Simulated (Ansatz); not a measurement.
**Band structure of LiBr**

```
CELL_PARAMETERS angstrom
0.00000 2.74450 2.74450
2.74450 0.00000 2.74450
2.74450 2.74450 0.00000
ATOMIC_POSITIONS crystal
Li 0.00000 0.00000 0.00000
Br 0.50000 0.50000 0.50000
```

Atom numbers follow the list: Li1, Br2.

The cell is COD entry 1011363, as deposited and not checked against the literature; nothing was relaxed. It is an old determination, and later ones may differ.

Method: DFT, PBE, all-electron LAPW, Dirac equation with spin-orbit coupling in Ansatz 0.2.0.

The runs use a Γ-centred 8×8×8 k mesh, Fermi–Dirac smearing of 0.03 eV, basis error target 0.5 meV/atom, no spin polarisation.

Points in fractions of the reciprocal vectors of this cell: Γ (0, 0, 0), X (0.5, 0, 0.5), U (0.625, 0.25, 0.625), K (0.375, 0.375, 0.75), L (0.5, 0.5, 0.5), W (0.5, 0.25, 0.75). The path joins them by straight lines in the order Γ–X–U–K–Γ–L–W–X; legs that retrace an earlier one aren't tabulated. Energies are in eV from the top of the valence band.

Task: Is there a gap, and where are the band edges?

Result: 4.79 eV, direct at Γ.

Task: List the levels between -5 and 5 eV at the symmetry points.

Result: 
Γ: -0.55 (×2), 0.00 (×4), 4.79 (×2)
X: -3.11 (×2), -1.46 (×2), -1.18 (×2)
U: -2.73 (×2), -2.04 (×2), -1.02 (×2)
K: -2.73 (×2), -2.04 (×2), -1.02 (×2)
L: -3.10 (×2), -0.61 (×2), -0.27 (×2)
W: -2.50 (×2), -2.22 (×2), -1.30 (×2)

Kohn–Sham gaps of semilocal functionals usually fall short of measured ones.
